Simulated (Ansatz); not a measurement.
# GaAs (F-43m): from the cell to its phonons, part 2 of 3

Aim: the phonons of GaAs (F-43m) at a cell relaxed beforehand at this level. After the zone centre comes a 4×4×4 q mesh on a 12×12×12 k mesh.

Ansatz 0.2.0; DFT PBE, scalar-relativistic, plane waves, PAW.

So far. Step 2 (Modes at Γ): Before it was imposed, the acoustic sum rule was missed by 1.1e-5 eV/Å². Small misses are needed for a sound result but don't prove that mesh and cutoff are converged. The lowest optical mode is real, 252 cm⁻¹.

**3. Phonons on a q mesh**

Stability and thermal properties need the whole zone. Linear response on a 4×4×4 q mesh gives force constants as far as a supercell of that size would.

input.yaml reads:

```yaml
crystal:
  lattice:
    - [0.0, 2.8726922801, 2.8726922801]
    - [2.8726922801, 0.0, 2.8726922801]
    - [2.8726922801, 2.8726922801, 0.0]
  atoms:
    - { symbol: Ga, position: [0.0, 0.0, 0.0] }
    - { symbol: As, position: [0.25, 0.25, 0.25] }
kpoints:
  mp_grid: { grid: [12, 12, 12] }
hamiltonian:
  xc: pbe
scf:
  occupations: { method: gaussian, width: 0.02 }
output:
  eigenvalues: true
phonons:
  method: dfpt
  qmesh: [4, 4, 4]
  temperatures: { t_max: 1000, t_step: 50 }
  qpath:
    path:
      - [[0.0, 0.0, 0.0], [-0.5, -0.5, 0.0], [-0.375, -0.375, 0.25]]
      - [[-0.375, 0.0, 0.375], [0.0, 0.0, 0.0], [0.0, 0.0, 0.5], [-0.5, -0.25, 0.25], [-0.5, -0.5, 0.0]]
    npoints: 10
```

Run with:

```bash
ansatz run input.yaml --threads 4 --pin off --max-ram 7168MiB --backend cpu --events-out ev --progress --plain --runs-dir out
```

Numbers of over 12 decimals in the logs are rounded to 6 here.

What it wrote:

```text
Warning: phonons: the dynamical matrix that this run interpolates holds no multipole term above the dipole-dipole one, and a site of this crystal is no centre of inversion, so its interpolated transverse optical and acoustic branches and sound speeds can stay off near Gamma, and the density of states and the thermodynamics with them. What a run solves at a wave vector of phonons.qpoints, Gamma apart, where the deck admits one, is free of this, and under fd what a larger phonons.supercell samples
[...]
Crystal: 2 atoms, lattice volume = 47.413 Å³
Basis set: ecut = 420 eV, 941 PW (Γ), exchange–correlation on 60×60×60 points (8 copies of the dense FFT grid, shifted against one another)
Bands: 18, of which v1, the nominal top of the filled ones, is band 14 counted from 1 (13 counted from 0)
Symmetry: 24 space group operations
k-points: 72 of 1728 (time reversal used)
[...]
SCF iter   1: F=—  HF=-8639.861625 eV  |F-HF|=—  |Δ(HF+E_count)|=         —  Δρ=1.94e-3  dr2=3.12e-3  ethr=1.77e-3  ⟨swp⟩=6.0  Hψ=6006  notcnv=0
[...]
SCF iter   8: F=-8639.860638 eV  HF=-8639.860638 eV  |F-HF|=0.00e0  |Δ(HF+E_count)|=  8.20e-10  Δρ=7.90e-8  dr2=1.62e-12  ethr=1.00e-12  ⟨swp⟩=4.0  Hψ=6147  notcnv=0
SCF 1 converged in 8 iterations: F = -8639.860638 eV  dr2 = 1.62e-12
[...]
iter 1 solved again at ethr=2.59e-7 eV; its pass at ethr=3.10e-3 eV (dr2=7.25e-5 eV) is discarded
SCF iter   1: F=—  HF=-8639.860634 eV  |F-HF|=—  |Δ(HF+E_count)|=         —  Δρ=8.56e-7  dr2=1.78e-10  ethr=2.59e-7  ⟨swp⟩=3.0  Hψ=9113  notcnv=0
eigensolver tolerance schedule: the retry pair's looser diagonalisation over-reported the residual by 407795.78 of it (diagonalisation noise at an unbounded share of the residual, at the tolerance the schedule requests for it); recorded, not acted on — ethr = c·dr2/N_el stays at c = 1.0e-1
[...]
SCF iter   2: F=—  HF=-8639.860638 eV  |F-HF|=—  |Δ(HF+E_count)|=   3.61e-6  Δρ=8.46e-7  dr2=2.06e-10  ethr=1.00e-12  ⟨swp⟩=3.0  Hψ=3227  notcnv=0
[...]
SCF iter   5: F=-8639.860638 eV  HF=-8639.860638 eV  |F-HF|=7.28e-12  |Δ(HF+E_count)|=  7.28e-12  Δρ=1.09e-7  dr2=2.71e-12  ethr=1.00e-12  ⟨swp⟩=3.0  Hψ=3230  notcnv=0
SCF 2 converged in 5 iterations: F = -8639.860638 eV  dr2 = 2.71e-12
k-points: 280 of 1728 (irreducible under 4 space group operations, time reversal used)
[...]
SCF iter   3: F=-8639.860638 eV  HF=-8639.860638 eV  |F-HF|=6.00e-11  |Δ(HF+E_count)|=  1.13e-10  Δρ=4.21e-7  dr2=4.12e-11  ethr=1.00e-12  ⟨swp⟩=3.4  Hψ=18729  notcnv=0
SCF 3 converged in 3 iterations: F = -8639.860638 eV  dr2 = 4.12e-11
NSCF: frozen V_eff on 13 k-points
[...]
── the response to a field inside a basis, on 14×14×14 k-points: an SCF that follows is theirs, and a resumed run solves both again ──
Bands: 15, of which v1, the nominal top of the filled ones, is band 14 counted from 1 (13 counted from 0)
k-points: 280
[...]
Eigensolver: Dense (280 Hₖ)
SCF iter   1: F=—  HF=-8639.859175 eV  |F-HF|=—  |Δ(HF+E_count)|=         —  Δρ=1.67e-4  dr2=6.29e-6  ethr=1.00e-1
[...]
SCF iter   4: F=-8639.859173 eV  HF=-8639.859173 eV  |F-HF|=2.17e-8  |Δ(HF+E_count)|=   3.48e-7  Δρ=7.20e-6  dr2=2.06e-8  ethr=6.33e-10
SCF 1 converged in 4 iterations: F = -8639.859173 eV  dr2 = 2.06e-8
[...]
DFPT response loops at q = (0, 0, 0.25) (fractional): preconditioner auto → Resta (q_TF=auto, 2.499 Å⁻¹)  ε∞=19.3 (no band partly filled); β = 1.00, the filter's whole step (`scf.mixing.beta` (0.50) is not read by the response loops at its default; to damp them type it under 1.00, their step now; it binds the ground state too); Broyden in place of MSR1
[...]
SCF converged after 8 iterations
Free energy (F): -8639.860638 eV
[...]
Internal energy: -8639.860638 eV  (E = F + TS)
E sigma→0 (E₀):  -8639.860638 eV
Fermi energy:    7.623329 eV
[...]
--- Band table (eV; the first three rows and the last of 72) ---
  k-point 0: bands = [... 10 lower, -4.8500, 7.5416, 7.5416, 7.5416, 7.7024, 11.2677, 11.2677, 11.2677]
  k-point 1: bands = [... 10 lower, -4.7738, 6.2606, 7.4371, 7.4371, 8.6518, 11.3930, 11.4256, 11.4256]
  k-point 2: bands = [... 10 lower, -4.5521, 4.8413, 7.1891, 7.1891, 8.9802, 11.7833, 11.7833, 12.0815]
  k-point 71: bands = [... 10 lower, -2.5098, 1.1182, 4.2328, 4.4243, 11.9389, 12.2398, 12.8030, 13.5694]
--- Phonons (Γ-DFPT): 2 representative perturbations + reference (Σ response iterations 6) ---
  ASR residual: 6.841e-6 → 0.000e0 eV/Å²; symmetrization residual: 1.325e-5 eV/Å²
  ASR residual per site (eV/Å²): 5.70e-6 6.84e-6
  Γ frequencies (cm⁻¹): 0.00 0.00 0.00 251.87 251.87 251.87
  Unit cell's response to a homogeneous field: 3 representative field directions (Σ response iterations 15)
  ε∞ (high-frequency dielectric tensor):
       15.878797     0.000000    -0.000000
        0.000000    15.878797     0.000000
       -0.000000     0.000000    15.878797
  ε⁰ (static dielectric tensor): not given — the deck does not say what the cell's rigid motions are, and on a molecule in a box or a wire the rigid rotations would enter the sum over the modes at Γ. For a crystal or a slab, whose only rigid motions are the translations, set phonons.rigid_motions: translations.
  Born effective charges Z* (e; rows j = field, columns β = displacement):
    site 0:
         2.21397   -0.00000    0.00000
         0.00000    2.21397   -0.00000
        -0.00000    0.00000    2.21397
    site 1:
        -2.21397    0.00000   -0.00000
        -0.00000   -2.21397    0.00000
         0.00000   -0.00000   -2.21397
  Z* charge neutrality: 3.986e-4 e pre-enforcement
  solved inside a basis spanned on the 12×12×12 k-mesh, on 14×14×14 k-points transformed towards the longest dipole: ε∞ is read to err by 4.5e-2, Z* by 1.6e-2 e; Z* is corrected for what the basis lacks
  optical modes at Γ without the LO–TO term, one row a degenerate level:
      ω (cm⁻¹)  modes    IR ((D/Å)²/amu)
        251.87      3             9.3939
  optical modes at Γ + LO–TO along q̂ = [1.0000, 0.0000, 0.0000]:
      ω (cm⁻¹)  modes    IR ((D/Å)²/amu)
        251.87      2             6.2626
        268.90      1             3.1313
  optical modes at Γ + LO–TO along q̂ = [0.0000, 1.0000, 0.0000]:
      ω (cm⁻¹)  modes    IR ((D/Å)²/amu)
        251.87      2             6.2626
        268.90      1             3.1313
  optical modes at Γ + LO–TO along q̂ = [0.0000, 0.0000, 1.0000]:
      ω (cm⁻¹)  modes    IR ((D/Å)²/amu)
        251.87      2             6.2626
        268.90      1             3.1313
--- Phonons (arbitrary-q DFPT): 8 irreducible q on the 4×4×4 mesh ---
  q = [0.0000, 0.0000, 0.0000] (star 1, of the zone-centre solve; hermiticity 3.15e-6, symmetrization 1.15e-12): -0.00 0.00 0.00 251.87 251.87 251.87
  q = [0.0000, 0.0000, 0.2500] (star 8, 2 solved perturbations on 936 of 1728 k-point pairs; hermiticity 1.71e-6, symmetrization 1.13e-12): 49.47 49.47 121.27 245.18 245.18 256.99
[...]
q = [0.0000, 0.2500, 0.2500] (star 6, 4 solved perturbations in 1608 linear systems a pass and spin channel, the states on 510 of 1728 k-point pairs; hermiticity 3.24e-6, symmetrization 9.82e-13): 66.02 66.02 123.39 237.60 237.60 261.12
[...]
sum rule: each row above includes the acoustic sum rule's correction from the zone centre's row sums; it moved no ω² by more than (0.16 cm⁻¹)²
  mesh force constants: q→R imaginary residual 1.79e-18; ASR residual 6.841e-6 → 0.000e0 eV/Å²; symmetrization residual 5.329e-15 eV/Å²
  interpolated dispersion: 63 rows × 6 modes
  density of states and harmonic sums: on the 20×20×20 q-mesh, interpolated from the force constants of a 4×4×4 supercell (with the dipole–dipole term)
  largest difference from the sums on the solved wave vectors: F 1.15e-2 eV, S 1.55e-5 and C_V 4.01e-6 eV/K
  zero-point energy: 0.063342 eV/cell   skipped modes (ω ≤ 0): 3   left out of the sums: 6.25e-5 of the cell's modes: C_V's classical limit lies that fraction below 3 k_B per atom; for a crystal, a wire or a layer, F and S can be off by more, and a phonons.interpolated_qmesh denser along its periods is the remedy for the sampling
```

Run time: 6.5 min. Hardware: 4 threads of Arm Neoverse V1, shared host; peak memory 3.4 GiB; 25 min of CPU time.

Numbers from this step:

```yaml
sum_rule_residual_before_enforcement: 6.84e-6 eV/Å²
lowest_frequency_on_the_path: 0 cm⁻¹
highest_frequency_on_the_path_or_at_a_solved_wavevector: 268.9 cm⁻¹
mean_frequency: 170.3 cm⁻¹
debye_temperature_second_moment: 345 K
logarithmic_mean_frequency: 149.9 cm⁻¹
lowest_mode_on_the_q_mesh_acoustic_modes_at_gamma_apart: 49.47 cm⁻¹
zero_point_energy_per_atom: 31.67 meV
heat_capacity_at_300_k: 23.38 J/(mol atoms K)
vibrational_entropy_at_300_k: 33.97 J/(mol atoms K)
```

Frequencies (cm⁻¹) solved at each irreducible wavevector; negative means imaginary. Frequencies by wavevector, by row:

```tsv
q in reciprocal lattice units	star	mode 1	mode 2	mode 3	mode 4	mode 5	mode 6
0 0 0	1	0	0	0	251.9	251.9	251.9
0 0 0.25	8	49.5	49.5	121.3	245.2	245.2	257
0 0 -0.5	4	59.7	59.7	197.3	219.6	243.2	243.2
0 0.25 0.25	6	66	66	123.4	237.6	237.6	261.1
0 0.25 -0.5	24	73.1	96.5	168	218.5	235.9	247.6
0 0.25 -0.25	12	70	96	150.2	219.6	238.1	252.5
0 -0.5 -0.5	3	74.7	74.7	207.3	223.6	234.2	234.2
0.25 -0.5 -0.25	6	91.8	104.1	184.3	191.8	234.8	246.7
```

Interpolated from a 4×4×4 q mesh, with the LO-TO term (at Γ the limit along the path; where Γ stands inside the path, tables give the limit on arrival). Phonon branches along the path, in cm⁻¹:

```tsv
point	branch 1	branch 2	branch 3	branch 4	branch 5	branch 6
Γ	0	0	0	252	252	269
halfway	66	66	123	238	238	261
X	75	75	207	224	234	234
halfway	77	84	200	215	234	240
U	79	96	188	202	234	248
jump to K	79	96	188	202	234	248
halfway	57	84	125	239	242	253
Γ	0	0	0	252	252	269
halfway	50	50	121	245	245	257
L	60	60	197	220	243	243
halfway	76	92	176	208	238	248
W	92	104	184	192	235	247
halfway	83	88	195	208	235	242
X	75	75	207	224	234	234
```

The phonon branches as a text plot (rows in cm⁻¹):

```
    263 |*******                  **********
    252 |***    **        ********************      *******
    241 |   ****  **  ****  ******          *************  *****
    230 |       ************   *               **        ***** **
    218 |            ***     **                  ****         ***
    207 |            ** *** *                        ***     * **
    196 |           *  **  *                     ***    *******
    185 |         **     **                     *   **   ****
    174 |                  *                   *      ***
    162 |        *          *                 *
    151 |                    **
    140 |       *              *             *
    129 |      *                *
    118 |                                   *
    106 |    **                  *                       ***
     95 |                *******           *          ********
     84 |              *****    * **                 * **   ***
     73 |   *   *********   ***  *        *        ****        **
     62 |    ***               **   *         *******
     50 |  **                    ***     *  **
     39 |                         ***      *
     28 | **                        **  ***
     17 | *                          *  *
      6 |*                            **
         Γ           X  U|K            Γ         L        W     X
```

Tetrahedra on a 20×20×20 mesh, mean over bins of 5 cm-1. Interpolated from a 4×4×4 q mesh. Phonon density of states against wavenumber; read off at these points:

wavenumber (cm⁻¹), phonon density of states (1/cm⁻¹/cell) and a bar:
```
        2      0.000 
        8      0.000 
       18      0.001 
       22      0.001 
       32      0.003 #
       38      0.004 #
       48      0.007 ##
       52      0.011 ##
       58      0.018 ####
       68      0.038 #########
       72      0.046 ##########
       78      0.066 ###############
       82      0.048 ###########
       88      0.041 #########
       98      0.044 ##########
      102      0.009 ##
      108      0.003 #
      118      0.003 #
      122      0.004 #
      132      0.005 #
      138      0.006 #
      148      0.008 ##
      152      0.010 ##
      162      0.014 ###
      168      0.018 ####
      172      0.028 ######
      182      0.016 ####
      188      0.010 ##
      198      0.009 ##
      202      0.019 ####
      212      0.023 #####
      218      0.023 #####
      222      0.021 #####
      232      0.049 ###########
      238      0.127 #############################
      248      0.132 ##############################
      252      0.042 ##########
      262      0.009 ##
      268      0.005 #
```

The partial phonon density of states has structure finer than the step of the table below, so its rows give means over 10 cm⁻¹, whole bins alone (the curve runs from -10 to 287 cm⁻¹). Peaks (cm⁻¹: height): As 75.9: 0.0257, 174.8: 0.0183, 236.4: 0.0645, 247.6: 0.0703; Ga 77.7: 0.0335, 174.8: 0.0135, 217.7: 0.0156, 236.4: 0.0547, 247.6: 0.0523.

Phonopy on the run's constants, 17x17x17 mesh, Gaussian sigma 2.1 cm-1. Interpolated from a 4×4×4 q mesh. Table of partial phonon density of states by wavenumber; means over each step; values in 1/cm⁻¹/cell:

```tsv
wavenumber (cm⁻¹)	As	Ga
0	3.1e-5	2.9e-5
10	1.2e-4	1.1e-4
20	3.7e-4	3.5e-4
30	0.00130	0.00124
40	0.00230	0.00228
50	0.00454	0.00467
60	0.0126	0.0137
70	0.0198	0.0236
80	0.0234	0.0308
90	0.0163	0.0229
100	0.0107	0.0153
110	0.00170	0.00162
120	0.00198	0.00180
130	0.00252	0.00229
140	0.00349	0.00315
150	0.00481	0.00429
160	0.00684	0.00591
170	0.0123	0.00960
180	0.0127	0.00776
190	0.00623	0.00310
200	0.00594	0.00857
210	0.00866	0.0126
220	0.00941	0.0124
230	0.0215	0.0197
240	0.0566	0.0486
250	0.0469	0.0360
260	0.00570	0.00596
270	0.00139	0.00152
280	9.0e-7	9.0e-7
```

Second derivatives of the energy by pair, one row for each kind of neighbour of each atom listed. Each entry sums the pair over the periodic images of the supercell that the q mesh stands for, and in a polar crystal it holds the long-range dipole part too. Force constants by pair, by row:

```tsv
atom	neighbour	distance (Å)	third of the trace (eV/Å²)	along the pair's line (eV/Å²)
Ga1	itself	0	8.412	–
Ga1	As	2.488	-2.151	-5.178
Ga1	Ga	4.063	0.046	-0.4171
Ga1	As	4.764	0.0045	0.0596
Ga1	Ga	5.745	-0.0189	-0.0406
Ga1	As	6.261	-0.0171	0.1137
Ga1	Ga	7.037	-0.0231	-0.0615
Ga1	As	7.463	0.0111	0.018
Ga1	As	7.463	0.0092	0.0178
As2	itself	0	9.963	–
As2	Ga	2.488	-2.151	-5.178
As2	As	4.063	-0.0958	-0.4392
As2	Ga	4.764	0.0045	0.0596
As2	As	5.745	-0.0057	-0.0131
As2	Ga	6.261	-0.0171	0.1137
As2	As	7.037	-0.0061	-0.0224
As2	Ga	7.463	0.0111	0.018
As2	Ga	7.463	0.0092	0.0178
```

Harmonic thermodynamic functions per atom, from the density of states. Interpolated from a 4×4×4 q mesh. Thermodynamic functions, by row:

```tsv
T (K)	F_vib (meV/atom)	S (J/mol-atom/K)	C_V (J/mol-atom/K)
0	31.67	0	0
50	31.04	3.95	7.292
100	27	11.7	15.38
200	7.68	24.8	21.67
300	-23.04	33.97	23.38
400	-61.94	40.8	24.04
500	-107.1	46.2	24.36
600	-157.4	50.66	24.54
700	-211.9	54.45	24.64
800	-270.1	57.75	24.71
900	-331.5	60.66	24.76
1000	-395.7	63.27	24.79
```

Harmonic mean-square displacement, third of the trace. Interpolated from a 4×4×4 q mesh. Mean square displacements, by row:

```tsv
T (K)	Ga1 U_eq (Å²)	As2 U_eq (Å²)
0	0.00197	0.0017
100	0.00368	0.00312
300	0.00965	0.00809
600	0.01901	0.01592
```

Symmetry leaves 8 wavevectors to solve. The lowest mode among them, the acoustic zeros apart, lies at q = (0, 0, 0.25) and is real, 49.5 cm⁻¹.

[end of part 2 of 3]

[Logs are printed without paths, hosts, clocks, repeated set-up lines and the standing remarks that a program may print on its own settings, such as how far it seeks lower states.]

[Hosts, paths, dates, database ids (printed as entryN), source tags and the programs' standing remarks are cut or masked in the printed files.]
